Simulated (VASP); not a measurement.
A run of VASP 6.6.1 is set up as follows.

INCAR

```
SYSTEM = CdTe
PREC = Accurate ; ENCUT = 520
EDIFF = 1E-6 ; ISMEAR = 0
SIGMA = 0.05 ; LREAL = .FALSE.
LASPH = .TRUE. ; NELM = 80
ALGO = Fast ; ISIF = 2
LWAVE = .FALSE. ; LCHARG = .FALSE.
GGA = PE ; IVDW = 202
LCALCPOL = .TRUE.
```

Contents of CdTe.cif:

```cif
data_CdTe
_cell_length_a 6.41000000
_cell_length_b 6.41000000
_cell_length_c 6.41000000
_cell_angle_alpha 90.00000000
_cell_angle_beta 90.00000000
_cell_angle_gamma 90.00000000
_space_group_name_H-M_alt 'F-43m'
_space_group_name_Hall 'F -4 2 3'
_space_group_IT_number 216
loop_
_space_group_symop_operation_xyz
'x,y,z'
'y,-x,-z'
'-x,-y,z'
'-y,x,-z'
'x,-y,-z'
'y,x,z'
'-x,y,-z'
'-y,-x,z'
'z,x,y'
'-z,y,-x'
'z,-x,-y'
'-z,-y,x'
'-z,x,-y'
'z,y,x'
'-z,-x,y'
'z,-y,-x'
'y,z,x'
'-x,-z,y'
'-y,z,-x'
'x,-z,-y'
'-y,-z,x'
'x,z,y'
'y,-z,-x'
'-x,z,-y'
'x,y+1/2,z+1/2'
'y,-x+1/2,-z+1/2'
'-x,-y+1/2,z+1/2'
'-y,x+1/2,-z+1/2'
'x,-y+1/2,-z+1/2'
'y,x+1/2,z+1/2'
'-x,y+1/2,-z+1/2'
'-y,-x+1/2,z+1/2'
'z,x+1/2,y+1/2'
'-z,y+1/2,-x+1/2'
'z,-x+1/2,-y+1/2'
'-z,-y+1/2,x+1/2'
'-z,x+1/2,-y+1/2'
'z,y+1/2,x+1/2'
'-z,-x+1/2,y+1/2'
'z,-y+1/2,-x+1/2'
'y,z+1/2,x+1/2'
'-x,-z+1/2,y+1/2'
'-y,z+1/2,-x+1/2'
'x,-z+1/2,-y+1/2'
'-y,-z+1/2,x+1/2'
'x,z+1/2,y+1/2'
'y,-z+1/2,-x+1/2'
'-x,z+1/2,-y+1/2'
'x+1/2,y,z+1/2'
'y+1/2,-x,-z+1/2'
'-x+1/2,-y,z+1/2'
'-y+1/2,x,-z+1/2'
'x+1/2,-y,-z+1/2'
'y+1/2,x,z+1/2'
'-x+1/2,y,-z+1/2'
'-y+1/2,-x,z+1/2'
'z+1/2,x,y+1/2'
'-z+1/2,y,-x+1/2'
'z+1/2,-x,-y+1/2'
'-z+1/2,-y,x+1/2'
'-z+1/2,x,-y+1/2'
'z+1/2,y,x+1/2'
'-z+1/2,-x,y+1/2'
'z+1/2,-y,-x+1/2'
'y+1/2,z,x+1/2'
'-x+1/2,-z,y+1/2'
'-y+1/2,z,-x+1/2'
'x+1/2,-z,-y+1/2'
'-y+1/2,-z,x+1/2'
'x+1/2,z,y+1/2'
'y+1/2,-z,-x+1/2'
'-x+1/2,z,-y+1/2'
'x+1/2,y+1/2,z'
'y+1/2,-x+1/2,-z'
'-x+1/2,-y+1/2,z'
'-y+1/2,x+1/2,-z'
'x+1/2,-y+1/2,-z'
'y+1/2,x+1/2,z'
'-x+1/2,y+1/2,-z'
'-y+1/2,-x+1/2,z'
'z+1/2,x+1/2,y'
'-z+1/2,y+1/2,-x'
'z+1/2,-x+1/2,-y'
'-z+1/2,-y+1/2,x'
'-z+1/2,x+1/2,-y'
'z+1/2,y+1/2,x'
'-z+1/2,-x+1/2,y'
'z+1/2,-y+1/2,-x'
'y+1/2,z+1/2,x'
'-x+1/2,-z+1/2,y'
'-y+1/2,z+1/2,-x'
'x+1/2,-z+1/2,-y'
'-y+1/2,-z+1/2,x'
'x+1/2,z+1/2,y'
'y+1/2,-z+1/2,-x'
'-x+1/2,z+1/2,-y'
loop_
_atom_site_label
_atom_site_type_symbol
_atom_site_symmetry_multiplicity
_atom_site_Wyckoff_symbol
_atom_site_fract_x
_atom_site_fract_y
_atom_site_fract_z
_atom_site_occupancy
Te1 Te 4 c 0.2500000000 0.2500000000 0.2500000000 1
Cd1 Cd 4 a 0.0000000000 0.0000000000 0.0000000000 1
```

File KPOINTS:

```
Automatic mesh
0
G
  4 4 4
  0 0 0
```

File POSCAR:

```
Te Cd
 1.0000000000000000
     6.4100000000000001    0.0000000000000000    0.0000000000000000
     0.0000000000000000    6.4100000000000001    0.0000000000000000
     0.0000000000000000    0.0000000000000000    6.4100000000000001
 Te  Cd 
   4   4
Cartesian
  1.6025000000000000  1.6025000000000000  1.6025000000000000
  1.6025000000000000  4.8075000000000001  4.8075000000000001
  4.8075000000000001  4.8075000000000001  1.6025000000000000
  4.8075000000000001  1.6025000000000000  4.8075000000000001
  0.0000000000000000  0.0000000000000000  0.0000000000000000
  0.0000000000000000  3.2050000000000001  3.2050000000000001
  3.2050000000000001  0.0000000000000000  3.2050000000000001
  3.2050000000000001  3.2050000000000001  0.0000000000000000
```

Potentials or basis: VASP PAW PBE potentials, release 64 (Te, Cd).

The run is started by

```console
$ ase convert -i cif -o vasp CdTe.cif POSCAR
$ cat potpaw_PBE.64/Te/POTCAR potpaw_PBE.64/Cd/POTCAR > POTCAR
$ mpirun -np 1 vasp_std > vasp.out
```

Task: Predict the Hirshfeld charges.

Result: Te -0.19; Cd +0.19 e.

Task: Predict the dispersion energy per atom.

Result: -0.248 eV.

Dipole moments of the cell (e·Å, modulo the quantum): ionic -76.920, -76.920, -76.920; electronic 0.000, 0.000, 0.000

Spin-orbit coupling is left out, which matters for the levels of Te.
